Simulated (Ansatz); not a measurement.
# Si (Cmce) in Ansatz: relaxation of cell and atoms with r2SCAN

Aim: the relaxation of cell and atoms of Si with r2SCAN.

Everything below comes from runs of Ansatz 0.2.0. Logs are shortened: lines on timing, memory, paths and dates and some standing lists are left out, and cuts for length are marked.

### Step 1. The crystal as given

It takes space group Cmce (No. 64, orthorhombic). Conventional cell: a = 8.750 Å, b = 5.155 Å, c = 5.183 Å, α = 90.00°, β = 90.00°, γ = 90.00°. Si (site symmetry 2) has 10 Si at 2.60 to 2.84 Å as nearest neighbours. Around Si (site symmetry m) lie 9 Si at 2.41 to 2.77 Å.

This isn't the form of Si at room conditions, which is diamond.

### Step 2. Relaxation of cell and atoms, r2SCAN

Input file input.yaml:

```yaml
crystal:
  lattice:
    - [4.375222, -2.577344, 0.0]
    - [4.375222, 2.577344, 0.0]
    - [0.0, 0.0, 5.183067]
  atoms:
    - { symbol: Si, position: [0.794285, 0.794285, 0.0] }
    - { symbol: Si, position: [0.294285, 0.294285, 0.5] }
    - { symbol: Si, position: [0.205715, 0.205715, 0.0] }
    - { symbol: Si, position: [0.705715, 0.705715, 0.5] }
    - { symbol: Si, position: [0.15562, 0.84438, 0.67413] }
    - { symbol: Si, position: [0.84438, 0.15562, 0.32587] }
    - { symbol: Si, position: [0.34438, 0.65562, 0.17413] }
    - { symbol: Si, position: [0.65562, 0.34438, 0.82587] }
hamiltonian:
  xc: r2scan
  pseudopotentials: { kind: paw }
kpoints:
  mp_grid: { grid: [6, 6, 5] }
scf:
  occupations: { method: fermi_dirac, width: 0.05 }
output:
  forces: true
  stress: true
  eigenvalues: true
relax:
  f_tol: 0.01
  max_steps: 40
  cell: { stress_tol: 0.05 }
```

Potentials or basis: Ansatz PAW.

Started as:

```
$ ansatz run input.yaml --threads 4 --pin off --max-ram 11264MiB --backend cpu --events-out ev --progress --plain --runs-dir out
```

The log of the run:

```text
Warning: RAYON_NUM_THREADS=4 ignored (pool sized by the plan → 4); use --threads N
Engine: ansatz 0.2.0, x86_64-unknown-linux-gnu
Pseudopotentials: kind: paw
Pseudopotential: Si, paw, valence charge 4, recommended cutoff 500 eV (meta_gga), Si.paw.azcp
Functional definition: r2SCAN
  parameter k0 = 0.174
  parameter k1 = 0.065
  parameter a1 = 4.9479
  exchange = r2scan_x(k0 = k0, k1 = k1, a1 = a1)
  correlation = r2scan_c
Crystal: 8 atoms, lattice volume = 116.893 Å³
Basis set: ecut = 500 eV, 2981 PW (Γ), exchange–correlation on 160×160×160 points (64 copies of the dense FFT grid, shifted against one another)
Bands: 24, of which v1, the nominal top of the filled ones, is band 16 counted from 1 (15 counted from 0)
Symmetry: 8 space group operations
Space group: Cmce (ITA 64), of the structure as read, at distance tolerance 4.9e-5 Å
k-points: 39 of 180
Non-local potential: Si, projectors of the file, l = 0: 2, l = 1: 2, l = 2: 2
PAW form: soft (Blöchl's): semilocal exchange-correlation on the pseudo side does not see the compensation charge
PAW frozen core: Si, regenerated for the run's functional (the file was generated under x = pbe(κ = 0.804, μ = 0.2195149727645171), c = pbe(β = 0.06672455060314922))
PAW one-centre angular grid: Si, 302 points (default); XC on 160 Gauss nodes
Initial density: superposition of atomic densities (neutral atoms: chi_scale 0, normalization atom), corrected by the library's trained network
Initial wavefunctions: pseudopotential atomic-orbital guess
Functional: x = r2scan, c = r2scan; τ floored in thin density (d = 2e-4 eV/Å³)
SCF iter   1: F=—  HF=-5107.559891 eV  |F-HF|=—  |Δ(HF+E_count)|=         —  Δρ=6.30e-3  dr2=3.59e-2  dr2_τ=3.54e-2  ethr=1.77e-3  ⟨swp⟩=6.9  Hψ=5476  notcnv=0  defer=3
preconditioner: auto → Kerker (q_TF=auto, 2.198 Å⁻¹)  [metal: Δε(μ)=0.013 eV  Ē_g=8.527 eV  σ=0.050 eV  W_gap=0.06  n_scr=20 (ndim 8)  ℏωp=19.4 eV  f_vac=0.000  D(μ)=3.43/eV (n_scr^D=20)]
SCF iter   2: F=—  HF=-5107.701557 eV  |F-HF|=—  |Δ(HF+E_count)|=   1.42e-1  Δρ=4.59e-3  dr2=1.88e-2  dr2_τ=3.63e-5  ethr=1.12e-4  ⟨swp⟩=2.1  Hψ=2138  notcnv=0  defer=48
SCF iter   3: F=—  HF=-5107.707360 eV  |F-HF|=—  |Δ(HF+E_count)|=   5.80e-3  Δρ=2.46e-4  dr2=5.02e-5  dr2_τ=2.08e-5  ethr=5.87e-5  ⟨swp⟩=2.0  Hψ=1775  notcnv=0  defer=48
SCF iter   4: F=—  HF=-5107.707692 eV  |F-HF|=—  |Δ(HF+E_count)|=   3.32e-4  Δρ=1.08e-4  dr2=1.04e-5  dr2_τ=9.34e-8  ethr=1.57e-7  ⟨swp⟩=2.0  Hψ=1532  notcnv=0  defer=48
SCF iter   5: F=—  HF=-5107.707704 eV  |F-HF|=—  |Δ(HF+E_count)|=   1.23e-5  Δρ=2.44e-5  dr2=6.49e-7  dr2_τ=4.35e-9  ethr=3.24e-8  ⟨swp⟩=2.0  Hψ=1520  notcnv=0  defer=48
SCF iter   6: F=-5107.707705 eV  HF=-5107.707705 eV  |F-HF|=1.86e-7  |Δ(HF+E_count)|=   7.26e-7  Δρ=9.49e-6  dr2=9.20e-8  dr2_τ=8.06e-10  ethr=3.13e-10  ⟨swp⟩=8.8  Hψ=4294  notcnv=0
SCF 1 converged in 6 iterations: F = -5107.707705 eV  dr2 = 9.20e-8
relax step   1: F+E_penalty+E_count = -5107.70770502 eV  Δ(F+E_penalty+E_count) = +0.000e0 eV  max|allowed force component| = 1.199e-1 eV/Å  Δτ_max = 0.0000 Å  P = -2.089 GPa  Ω = 116.893 Å³  (6 SCF iters, dr2 threshold 1.00e-7 eV, accepted)
Crystal: 8 atoms, lattice volume = 114.964 Å³
Basis set: ecut = 500 eV, 2921 PW (Γ), exchange–correlation on 160×160×160 points (64 copies of the dense FFT grid, shifted against one another)
Initial density: handed on by an earlier stage of this run
Initial wavefunctions: those handed on with the density
[... 46 lines left out ...]
Free energy (F): -5107.728127 eV
Harris-Foulkes:  -5107.728127 eV  (|F-HF|=6.18e-11)
Internal energy: -5107.704386 eV  (E = F + TS)
E sigma→0 (E₀):  -5107.716256 eV
Entropy (-TS):   -0.023742 eV (-2.968 meV/atom)
Fermi energy:    10.885698 eV
--- Per-component energies (eV) ---
  E_band       = 151.112482
  E_kinetic    = 333.519837
  E_local      = 20.018325  (includes V_loc(G=0)·N_el)
  E_nonlocal   = 194.025091
  E_hartree    = 6.347078
  E_xc         = -418.201002
  E_vxc        = -410.314306  (∫ρ·V_xc dr)
  E_paw        = -4152.360514  (= ΣΔE_a)
  E_vpaw       = -16.510856  (= ΣTr[D̂ρ^β])
  E_aug_tail   = 0.000038  (compensation charges beyond the density's cutoff)
  E_vtau       = 17.680221  (kinetic-family band-sum trace: ∫τ·v_τ [+ j·A + Jᵃ·Aᵃ] dr)
  E_ewald      = -1090.441776
  E_core_change = -0.611464  (= ΣΔE_core)
  E_smearing   = -0.023742  (= −TS)
  E_closure    = 0.000000  (closes the sum)
  Σ components = -5107.728127   (vs F -5107.728127, Δ=0.00e0)
--- Forces (eV/Å), atoms counted from 1 ---
  atom   1  Si     0.00059317    -0.00000000     0.00000000
  atom   2  Si     0.00059317     0.00000000     0.00000000
  atom   3  Si    -0.00059317    -0.00000000     0.00000000
  atom   4  Si    -0.00059317    -0.00000000     0.00000000
  atom   5  Si     0.00000000     0.00685831     0.00384945
  atom   6  Si    -0.00000000    -0.00685831    -0.00384945
  atom   7  Si    -0.00000000    -0.00685831     0.00384945
  atom   8  Si     0.00000000     0.00685831    -0.00384945
  max |Σ_I F_I| component: 2.43e-17 eV/Å
--- Stress (GPa, compression-positive) ---
        0.033271       0.000000       0.000000
        0.000000       0.013676       0.000000
        0.000000       0.000000      -0.015855
  P = ⅓ Tr σ = 0.0104 GPa (0.104 kbar)
--- Band table (eV; the first three rows and the last of 39) ---
  k-point 0: bands = ["-4.5792", "0.8893", "1.4262", "2.4643", "3.0148", "3.0950", "3.4874", "3.5342", "4.1725", "7.8988", "7.9460", "8.1985", "8.2268", "8.2742", "8.3934", "8.7772", "9.2176", "9.2788", "9.4622", "9.5595", "11.6425", "16.8495", "17.1649", "17.6664"]
  k-point 1: bands = ["-4.3468", "-0.9015", "2.6821", "3.2332", "3.3204", "3.6338", "3.7030", "3.7449", "4.3709", "6.0160", "6.6499", "6.7209", "7.0564", "7.0598", "7.4414", "10.0779", "11.0930", "11.1295", "11.4691", "11.4750", "12.9131", "13.7916", "17.7453", "17.8549"]
  k-point 2: bands = ["-3.6516", "-2.4991", "3.3304", "3.8610", "3.9910", "4.1745", "4.2952", "4.6974", "4.8265", "5.1024", "5.4740", "5.5303", "5.5868", "6.1467", "6.5211", "9.5686", "13.4424", "13.7331", "13.7548", "14.0464", "14.0513", "15.3129", "16.5658", "16.5741"]
  k-point 38: bands = ["-2.0089", "-1.1666", "-0.8642", "-0.0327", "1.6387", "2.4132", "2.8737", "3.6238", "7.9325", "8.7644", "9.3090", "9.5037", "9.7995", "9.8996", "10.3927", "10.9050", "10.9603", "11.1203", "11.8999", "12.2403", "12.7564", "12.9541", "13.7120", "14.5137"]
--- Relaxed structure (5 steps of the walk, 5 accepted, 1 SCFs on fresh bases) ---
  F+E_penalty+E_count = -5107.72812733 eV   max|allowed force component| = 6.858e-3 eV/Å   (the final SCF, on the basis selected at the relaxed cell)
  cell:  # Å, volume = 114.4598 Å³
    - [4.3323680160629126, -2.5684443199400286, 0.0]
    - [4.3323680160629126, 2.5684443199400286, 0.0]
    - [0.0, 0.0, 5.143131929327924]
  atoms:
    - { symbol: Si, position: [0.7944241465365125, 0.7944241465365125, -1.8579056998368298e-35] }
    - { symbol: Si, position: [0.29442414653651244, 0.29442414653651244, 0.5] }
    - { symbol: Si, position: [0.20557585346348756, 0.20557585346348756, -3.7158113996736595e-35] }
    - { symbol: Si, position: [0.7055758534634874, 0.7055758534634874, 0.5] }
    - { symbol: Si, position: [0.15340112408558143, 0.8465988759144185, 0.6737709322474837] }
    - { symbol: Si, position: [0.8465988759144185, 0.15340112408558143, 0.32622906775251626] }
    - { symbol: Si, position: [0.34659887591441857, 0.6534011240855815, 0.17377093224748374] }
    - { symbol: Si, position: [0.6534011240855815, 0.34659887591441857, 0.8262290677525164] }
```

It took 39 s on 4 threads of Intel Xeon at 2.50GHz (Skylake/Cascade Lake), shared host; peak memory 0.78 GiB.

What came out:

```yaml
Free_energy: -5107.7281 eV
Relaxed_volume: 14.31 Å³/atom
Relaxed_cell: a = 5.036 Å, b = 5.036 Å, c = 5.143 Å, α = 90.00°, β = 90.00°, γ = 61.32°
Space_group_after_relaxing_to_0.05_Å: Cmce (No. 64)
Energy_gained_by_relaxing: 2.6 meV/atom
Ionic_steps: 6
Pressure_after_relaxing: 0.0 GPa
Largest_force_after_relaxing: 0.008 eV/Å
Band_gap_on_the_k_mesh: none (metal or under the smearing width)
```

Forces in eV/Å, atoms in the order of the input:
```
Si   0.001  0.000  0.000
Si   0.001  0.000  0.000
Si  -0.001  0.000  0.000
Si  -0.001  0.000  0.000
Si   0.000  0.007  0.004
Si   0.000 -0.007 -0.004
Si   0.000 -0.007  0.004
Si   0.000  0.007 -0.004
```

The path:
```tsv
step	energy change (eV)	largest force (eV/Å)	volume (Å³)
1	0.0000	0.1350	116.89
2	-0.0180	0.0715	114.96
3	-0.0199	0.0118	114.23
4	-0.0205	0.0089	114.37
5	-0.0206	0.0079	114.46
6	-0.0204	0.0079	114.46
```

Final structure:
```yaml
crystal:
  lattice:
    - [4.33237, -2.56844, 0.00000]
    - [4.33237, 2.56844, 0.00000]
    - [0.00000, 0.00000, 5.14313]
  atoms:
    - { symbol: Si, position: [0.79442, 0.79442, 0.00000] }
    - { symbol: Si, position: [0.29442, 0.29442, 0.50000] }
    - { symbol: Si, position: [0.20558, 0.20558, 0.00000] }
    - { symbol: Si, position: [0.70558, 0.70558, 0.50000] }
    - { symbol: Si, position: [0.15340, 0.84660, 0.67377] }
    - { symbol: Si, position: [0.84660, 0.15340, 0.32623] }
    - { symbol: Si, position: [0.34660, 0.65340, 0.17377] }
    - { symbol: Si, position: [0.65340, 0.34660, 0.82623] }
```

Levels at points of the mesh, in eV from the Fermi level:
| k point | band 12 | band 13 | band 14 | band 15 | band 16 | band 17 | band 18 | band 19 | band 20 | band 21 |
| --- | --- | --- | --- | --- | --- | --- | --- | --- | --- | --- |
| (0.00, 0.00, 0.00) | -2.69 | -2.66 | -2.61 | -2.49 | -2.11 | -1.67 | -1.61 | -1.42 | -1.33 | 0.76 |
| (0.00, -0.50, 0.00) | -3.47 | -2.27 | -2.27 | -1.68 | -1.68 | 1.42 | 1.42 | 3.01 | 3.01 | 3.04 |
| (-0.50, -0.50, 0.00) | -3.11 | -2.34 | -1.99 | -1.46 | -1.37 | 1.26 | 2.40 | 2.76 | 2.77 | 3.22 |

Caveat: the plane-wave basis is chosen anew once the cell has moved, so the energies of steps on either side of that aren't comparable; the PAW data sets come from PBE, with cores solved anew for the run's functional, which leaves a small shift of forces and pressure.
